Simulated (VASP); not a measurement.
# Ga (I4/mmm) in VASP: notebook

Runs on Ga. Level: PBE. Tasks: single point.

Everything below comes from runs of VASP 6.6.1. Logs are shortened: lines on timing, memory, paths and dates and some standing lists are left out, and cuts for length are marked.

**1. The crystal as given**

The structure is tetragonal, space group I4/mmm (No. 139). Conventional cell: a = 2.769 Å, b = 2.769 Å, c = 4.622 Å, α = 90.00°, β = 90.00°, γ = 90.00°. Ga (site symmetry 4/mmm) is surrounded by 12 Ga at 2.77 to 3.03 Å.

This isn't the form of Ga at room conditions, which is orthorhombic.

**2. Single point, PBE**

File INCAR:

```
ADDGRID = False
ALGO = Normal
EDIFF = 1E-6
ENCUT = 450
GGA = PE
ISIF = 2
ISMEAR = 1
LASPH = True
LCHARG = False
LREAL = False
LWAVE = False
NELM = 100
PREC = Accurate
SIGMA = 0.15
```

File KPOINTS:

```
k-points
0
Gamma
  12 12 12
```

File POSCAR:

```
Ga
1.0
   -1.3843987196      1.3843987196      2.3112238365
    1.3843987196     -1.3843987196      2.3112238365
    1.3843987196      1.3843987196     -2.3112238365
Ga
1
Direct
    0.0000000000      0.0000000000      0.0000000000
```

Potentials or basis: VASP PAW PBE potentials, release 64 (Ga_d).

Run with:

```console
> cat potpaw_PBE.64/Ga_d/POTCAR > POTCAR
> mpirun -np 1 vasp_std > vasp.out
```

OUTCAR:

```text
EDIFF = 1E-6
   ENCUT = 450
   GGA = PE
   ISIF = 2
   ISMEAR = 1
   LASPH = True
   LREAL = False
   NELM = 100
   PREC = Accurate

 Found    163 irreducible k-points:

 Following reciprocal coordinates:
            Coordinates               Weight
  0.000000  0.000000  0.000000      1.000000
  0.083333  0.000000 -0.000000      8.000000
  0.166667  0.000000  0.000000      8.000000
  0.250000  0.000000 -0.000000      8.000000
  0.333333  0.000000  0.000000      8.000000
  0.416667  0.000000 -0.000000      8.000000
   k-points           NKPTS =    163   k-points in BZ     NKDIM =    163   number of bands    NBANDS=     10
   number of dos      NEDOS =    301   number of ions     NIONS =      1
   total plane-waves  NPLWV =  13824
   dimension x,y,z NGX =    24 NGY =   24 NGZ =   24
   dimension x,y,z NGXF=    48 NGYF=   48 NGZF=   48
   ions per type =               1
   NGX,Y,Z   is equivalent  to a cutoff of  13.17, 13.17, 13.17 a.u.
   NGXF,Y,Z  is equivalent  to a cutoff of  26.34, 26.34, 26.34 a.u.
 SYSTEM =  unknown system
   PREC   = accura    normal or accurate (medium, high low for compatibility)
   ISTART =      0    job   : 0-new  1-cont  2-samecut
   ICHARG =      2    charge: 1-file 2-atom 10-const
   ISPIN  =      1    spin polarized calculation?
   LNONCOLLINEAR =      F non collinear calculations
   LSORBIT =      F    spin-orbit coupling
   LASPH  =      T    aspherical Exc in radial PAW
   ENCUT  =  450.0 eV  33.07 Ry    5.75 a.u.   5.24  5.24  5.24*2*pi/ulx,y,z
   NELM   =    100;   NELMIN=  2; NELMDL= -5     # of ELM steps
   EDIFF  = 0.1E-05   stopping-criterion for ELM
   LREAL  =      F    real-space projection
   EDIFFG = 0.1E-04   stopping-criterion for IOM
   NSW    =      0    number of steps for IOM
   IBRION =     -1    ionic relax: 0-MD 1-quasi-New 2-CG
   NFREE  =      0    steps in history (QN), initial steepest desc. (CG)
   ISIF   =      2    stress and relaxation
   ISYM   =      2    0-nonsym 1-usesym 2-fastsym
   POTIM  = 0.5000    time-step for ionic-motion
   TEBEG  =    0.0;   TEEND  =   0.0 temperature during run
   PSTRESS=    0.0 pullay stress
   NELECT =      13.0000    total number of electrons
   NUPDOWN=      -1.0000    fix difference up-down
   EMIN   =  10.00;   EMAX   =-10.00  energy-range for DOS
   EFERMI =   0.00;   METHOD = LEGACY
   ISMEAR =     1;   SIGMA  =   0.15  broadening in eV -4-tet -1-fermi 0-gaus
   EFERMI_NEDOS =   21; number of points for ismear=-14 and -15
   IALGO  =     38    algorithm
   IMIX   =      4    mixing-type and parameters
     AMIX     =   0.40;   BMIX     =  1.00
     AMIX_MAG =   1.60;   BMIX_MAG =  1.00
  volume/ion in A,a.u.               =      17.72       119.57
  Fermi-wavevector in a.u.,A,eV,Ry     =   1.476549  2.790273 29.663375  2.180197
  Thomas-Fermi vector in A             =   2.591062
   LORBIT       =      0    0 simple, 1 ext, 2 COOP (PROOUT), +10 PAW based schemes
   GGA     = PE    functional components
   LHFCALC =     F    Hartree Fock is set to
   AEXX    =    0.0000 exact exchange contribution
   IVDW    =     0    specifies the selected vdW correction
   LEPSILON=     F    determine dielectric tensor
   LRPA    =     F    only Hartree local field effects (RPA)
 non-spin polarized calculation
 Methfessel and Paxton  Order N= 1 SIGMA  =   0.15
  energy-cutoff  :      450.00
  volume of cell :       17.72
 maximum number of plane-waves:       403
 NGX is ok and might be reduce to    24
   NGX = 11   NGY = 11   NGZ = 11

 number of electron      12.9999997 magnetization

 Free energy of the ion-electron system (eV)
  ---------------------------------------------------
  ext. energy  EPLUGINS =         0.00000000
  ---------------------------------------------------
  free energy    TOTEN  =        -2.87056035 eV

  energy without entropy =       -2.87012276  energy(sigma->0) =       -2.87041448

 E-fermi :   6.1984     XC(G=0): -11.3328

 val. band max:        6.1297856359   @ k =  -0.3333   0.3333   0.2500
 cond. band min:       6.2047092868   @ k =   0.3333   0.2500  -0.0000
 fundamental gap:      0.0749236509
 Fermi energy:         6.1983936841

 k-point     1 :       0.0000    0.0000    0.0000
  band No.  band energies     occupation
      1      -8.9528      2.00000
      2      -8.7940      2.00000
      3      -8.7582      2.00000
      4      -8.7582      2.00000
      5      -8.5950      2.00000
      6      -5.3845      2.00000
      7      18.8471      0.00000
      8      19.1559      0.00000
      9      19.1559      0.00000
     10      22.5328      0.00000

 k-point     2 :       0.0833    0.0000   -0.0000
  band No.  band energies     occupation
      1      -8.9405      2.00000
      2      -8.7908      2.00000
      3      -8.7615      2.00000
      4      -8.7506      2.00000
      5      -8.6014      2.00000
      6      -5.1956      2.00000
      7      16.9888      0.00000
      8      18.2378      0.00000
      9      18.9964      0.00000
     10      21.4307      0.00000

 k-point     3 :       0.1667    0.0000    0.0000
  band No.  band energies     occupation
      1      -8.9170      2.00000
      2      -8.8020      2.00000
      3      -8.7440      2.00000
      4      -8.7323      2.00000
      5      -8.6167      2.00000
      6      -4.6236      2.00000
      7      13.5086      0.00000
      8      16.9705      0.00000
      9      18.7061      0.00000
     10      20.3950      0.00000

 k-point     4 :       0.2500    0.0000   -0.0000
  band No.  band energies     occupation
      1      -8.9041      2.00000
      2      -8.8372      2.00000
      3      -8.7181      2.00000
      4      -8.6866      2.00000
      5      -8.6267      2.00000
      6      -3.6602      2.00000
      7      10.0837      0.00000
      8      15.7729      0.00000
      9      18.5189      0.00000
     10      19.3913      0.00000

 k-point     5 :       0.3333    0.0000    0.0000
  band No.  band energies     occupation
      1      -8.9047      2.00000
      2      -8.8763      2.00000
      3      -8.7242      2.00000
      4      -8.6163      2.00000
      5      -8.6160      2.00000
      6      -2.3046      2.00000
      7       6.9270     -0.00000
      8      14.8453      0.00000
      9      18.5083      0.00000
     10      18.6385      0.00000

 k-point     6 :       0.4167    0.0000   -0.0000
  band No.  band energies     occupation
      1      -8.9172      2.00000
      2      -8.8983      2.00000
      3      -8.7381      2.00000
      4      -8.5990      2.00000
      5      -8.5603      2.00000
      6      -0.5684      2.00000
      7       4.1003      2.00000
      8      14.2648      0.00000
      9      18.1847      0.00000
     10      18.6195      0.00000

 [... further k-points ...]

------------------------ aborting loop because EDIFF is reached ----------------------------------------

  FORCE on cell =-STRESS in cart. coord.  units (eV):
  Direction    XX          YY          ZZ          XY          YZ          ZX
  --------------------------------------------------------------------------------------
  -------------------------------------------------------------------------------------
  Total        0.3487117      0.3487117      0.5473074      0.0000000      0.0000000      0.0000000
  in kB       31.5320893     31.5320893     49.4900044      0.0000000      0.0000000      0.0000000
  external PRESSURE =      37.5180610 kB  Pullay stress =       0.0000000 kB

 VOLUME and BASIS-vectors are now :
 -----------------------------------------------------------------------------
  energy-cutoff  :      450.00
  volume of cell :       17.72
      direct lattice vectors                 reciprocal lattice vectors
    -1.384398720  1.384398720  2.311223836     0.000000000  0.361167627  0.216335602
     1.384398720 -1.384398720  2.311223836     0.361167627  0.000000000  0.216335602
     1.384398720  1.384398720 -2.311223836     0.361167627  0.361167627  0.000000000

 POSITION                                       TOTAL-FORCE (eV/Angst)
 -----------------------------------------------------------------------------------
      0.00000      0.00000      0.00000        -0.000000     -0.000000      0.000000
 -----------------------------------------------------------------------------------
    total drift:                                0.000000      0.000000      0.000000

  FREE ENERGIE OF THE ION-ELECTRON SYSTEM (eV)
  ---------------------------------------------------
  free  energy   TOTEN  =        -2.8705603460 eV

  energy  without entropy=       -2.8701227628  energy(sigma->0) =       -2.87041448
```

It took 6.9 s on 1 thread of Intel Xeon 6975P-C (Granite Rapids), shared host; peak memory 0.15 GiB.

The run converged, but some of its settings lie outside the range that counts as converged, so its numbers aren't taken as properties of the crystal.

Results:

- Free energy: -2.8706 eV
- Pressure: 3.8 GPa
- Band gap on the k mesh: none (metal or under the smearing width)

**3. Single point, PBE**

INCAR, as its differences from that of step 2:

```diff
@@ -1,4 +1,4 @@
-ADDGRID = False
+ADDGRID = True
 ALGO = Normal
-EDIFF = 1E-6
+EDIFF = 1E-7
 ENCUT = 450
```

KPOINTS is that of step 2.

POSCAR is that of step 2.

Potentials or basis: VASP PAW PBE potentials, release 64 (Ga_d).

Run with:

```console
> cat potpaw_PBE.64/Ga_d/POTCAR > POTCAR
> mpirun -np 1 vasp_std > vasp.out
```

OUTCAR:

```text
EDIFF = 1E-7
   ENCUT = 450
   GGA = PE
   ISIF = 2
   ISMEAR = 1
   LASPH = True
   LREAL = False
   NELM = 100
   PREC = Accurate

 Found    163 irreducible k-points:

 Following reciprocal coordinates:
            Coordinates               Weight
  0.000000  0.000000  0.000000      1.000000
  0.083333  0.000000 -0.000000      8.000000
  0.166667  0.000000  0.000000      8.000000
  0.250000  0.000000 -0.000000      8.000000
  0.333333  0.000000  0.000000      8.000000
  0.416667  0.000000 -0.000000      8.000000
   k-points           NKPTS =    163   k-points in BZ     NKDIM =    163   number of bands    NBANDS=     10
   number of dos      NEDOS =    301   number of ions     NIONS =      1
   total plane-waves  NPLWV =  13824
   dimension x,y,z NGX =    24 NGY =   24 NGZ =   24
   dimension x,y,z NGXF=    48 NGYF=   48 NGZF=   48
   ions per type =               1
   NGX,Y,Z   is equivalent  to a cutoff of  13.17, 13.17, 13.17 a.u.
   NGXF,Y,Z  is equivalent  to a cutoff of  26.34, 26.34, 26.34 a.u.
 SYSTEM =  unknown system
   PREC   = accura    normal or accurate (medium, high low for compatibility)
   ISTART =      0    job   : 0-new  1-cont  2-samecut
   ICHARG =      2    charge: 1-file 2-atom 10-const
   ISPIN  =      1    spin polarized calculation?
   LNONCOLLINEAR =      F non collinear calculations
   LSORBIT =      F    spin-orbit coupling
   LASPH  =      T    aspherical Exc in radial PAW
   ENCUT  =  450.0 eV  33.07 Ry    5.75 a.u.   5.24  5.24  5.24*2*pi/ulx,y,z
   NELM   =    100;   NELMIN=  2; NELMDL= -5     # of ELM steps
   EDIFF  = 0.1E-06   stopping-criterion for ELM
   LREAL  =      F    real-space projection
   EDIFFG = 0.1E-05   stopping-criterion for IOM
   NSW    =      0    number of steps for IOM
   IBRION =     -1    ionic relax: 0-MD 1-quasi-New 2-CG
   NFREE  =      0    steps in history (QN), initial steepest desc. (CG)
   ISIF   =      2    stress and relaxation
   ISYM   =      2    0-nonsym 1-usesym 2-fastsym
   POTIM  = 0.5000    time-step for ionic-motion
   TEBEG  =    0.0;   TEEND  =   0.0 temperature during run
   PSTRESS=    0.0 pullay stress
   NELECT =      13.0000    total number of electrons
   NUPDOWN=      -1.0000    fix difference up-down
   EMIN   =  10.00;   EMAX   =-10.00  energy-range for DOS
   EFERMI =   0.00;   METHOD = LEGACY
   ISMEAR =     1;   SIGMA  =   0.15  broadening in eV -4-tet -1-fermi 0-gaus
   EFERMI_NEDOS =   21; number of points for ismear=-14 and -15
   IALGO  =     38    algorithm
   IMIX   =      4    mixing-type and parameters
     AMIX     =   0.40;   BMIX     =  1.00
     AMIX_MAG =   1.60;   BMIX_MAG =  1.00
  volume/ion in A,a.u.               =      17.72       119.57
  Fermi-wavevector in a.u.,A,eV,Ry     =   1.476549  2.790273 29.663375  2.180197
  Thomas-Fermi vector in A             =   2.591062
   LORBIT       =      0    0 simple, 1 ext, 2 COOP (PROOUT), +10 PAW based schemes
   GGA     = PE    functional components
   LHFCALC =     F    Hartree Fock is set to
   AEXX    =    0.0000 exact exchange contribution
   IVDW    =     0    specifies the selected vdW correction
   LEPSILON=     F    determine dielectric tensor
   LRPA    =     F    only Hartree local field effects (RPA)
 non-spin polarized calculation
 Methfessel and Paxton  Order N= 1 SIGMA  =   0.15
  energy-cutoff  :      450.00
  volume of cell :       17.72
 maximum number of plane-waves:       403
 NGX is ok and might be reduce to    24
   NGX = 11   NGY = 11   NGZ = 11

 number of electron      13.0000000 magnetization

 Free energy of the ion-electron system (eV)
  ---------------------------------------------------
  ext. energy  EPLUGINS =         0.00000000
  ---------------------------------------------------
  free energy    TOTEN  =        -2.87056224 eV

  energy without entropy =       -2.87012466  energy(sigma->0) =       -2.87041638

 E-fermi :   6.1984     XC(G=0): -11.3328

 val. band max:        6.1297578558   @ k =  -0.3333   0.3333   0.2500
 cond. band min:       6.2046879689   @ k =   0.3333   0.2500  -0.0000
 fundamental gap:      0.0749301131
 Fermi energy:         6.1983723346

 k-point     1 :       0.0000    0.0000    0.0000
  band No.  band energies     occupation
      1      -8.9528      2.00000
      2      -8.7941      2.00000
      3      -8.7582      2.00000
      4      -8.7582      2.00000
      5      -8.5950      2.00000
      6      -5.3845      2.00000
      7      18.8471      0.00000
      8      19.1559      0.00000
      9      19.1559      0.00000
     10      22.5288      0.00000
[... 53 lines left out ...]
 k-point     6 :       0.4167    0.0000   -0.0000
  band No.  band energies     occupation
      1      -8.9173      2.00000
      2      -8.8983      2.00000
      3      -8.7382      2.00000
      4      -8.5991      2.00000
      5      -8.5604      2.00000
      6      -0.5684      2.00000
      7       4.1003      2.00000
      8      14.2648      0.00000
      9      18.1847      0.00000
     10      18.6195      0.00000

 [... further k-points ...]

------------------------ aborting loop because EDIFF is reached ----------------------------------------

  FORCE on cell =-STRESS in cart. coord.  units (eV):
  Direction    XX          YY          ZZ          XY          YZ          ZX
  --------------------------------------------------------------------------------------
  -------------------------------------------------------------------------------------
  Total        0.3520563      0.3520563      0.5503976      0.0000000      0.0000000      0.0000000
  in kB       31.8345186     31.8345186     49.7694350      0.0000000      0.0000000      0.0000000
  external PRESSURE =      37.8128241 kB  Pullay stress =       0.0000000 kB

 VOLUME and BASIS-vectors are now :
 -----------------------------------------------------------------------------
  energy-cutoff  :      450.00
  volume of cell :       17.72
      direct lattice vectors                 reciprocal lattice vectors
    -1.384398720  1.384398720  2.311223836     0.000000000  0.361167627  0.216335602
     1.384398720 -1.384398720  2.311223836     0.361167627  0.000000000  0.216335602
     1.384398720  1.384398720 -2.311223836     0.361167627  0.361167627  0.000000000

 POSITION                                       TOTAL-FORCE (eV/Angst)
 -----------------------------------------------------------------------------------
      0.00000      0.00000      0.00000         0.000000      0.000000      0.000000
 -----------------------------------------------------------------------------------
    total drift:                                0.000000      0.000000      0.000000

  FREE ENERGIE OF THE ION-ELECTRON SYSTEM (eV)
  ---------------------------------------------------
  free  energy   TOTEN  =        -2.8705622385 eV

  energy  without entropy=       -2.8701246597  energy(sigma->0) =       -2.87041638
```

stdout:

```text
POSCAR found type information on POSCAR Ga
 POSCAR found :  1 types and       1 ions
 scaLAPACK will be used
 LDA part: xc-table for (Slater+PW92), standard interpolation
 POSCAR, INCAR and KPOINTS ok, starting setup
 FFT: planning ... GRIDC
 FFT: planning ... GRID_SOFT
 FFT: planning ... GRID
 WAVECAR not read
 entering main loop
```

Run time: 9.1 s. Hardware: 1 thread of Intel Xeon 6975P-C (Granite Rapids), shared host; peak memory 0.22 GiB.

These settings aren't checked as converged: the numbers below hold their error.

What came out:

```
Free energy            : -2.8706 eV
Pressure               : 3.8 GPa
Band gap on the k mesh : none (metal or under the smearing width)
```

**4. Single point, PBE**

INCAR, as its differences from that of step 3:

```diff
@@ -1,2 +1,2 @@
-ADDGRID = True
+ADDGRID = False
 ALGO = Normal
@@ -7,3 +7,3 @@
 ISMEAR = 1
-LASPH = True
+LASPH = False
 LCHARG = False
```

KPOINTS is that of step 3.

POSCAR is that of step 3.

Run with:

```console
> cat potpaw_PBE.64/Ga_d/POTCAR > POTCAR
> mpirun -np 1 vasp_std > vasp.out
```

Run time: 7.2 s. Hardware: 1 thread of Intel Xeon 6975P-C (Granite Rapids), shared host; peak memory 0.15 GiB.

The run converged, but some of its settings lie outside the range that counts as converged, so its numbers aren't taken as properties of the crystal.

Results:

| Quantity | Value |
| --- | --- |
| Free energy | -2.8704 eV |
| Pressure | 3.8 GPa |
| Band gap on the k mesh | none (metal or under the smearing width) |

(Continued in part 2 of 2.)
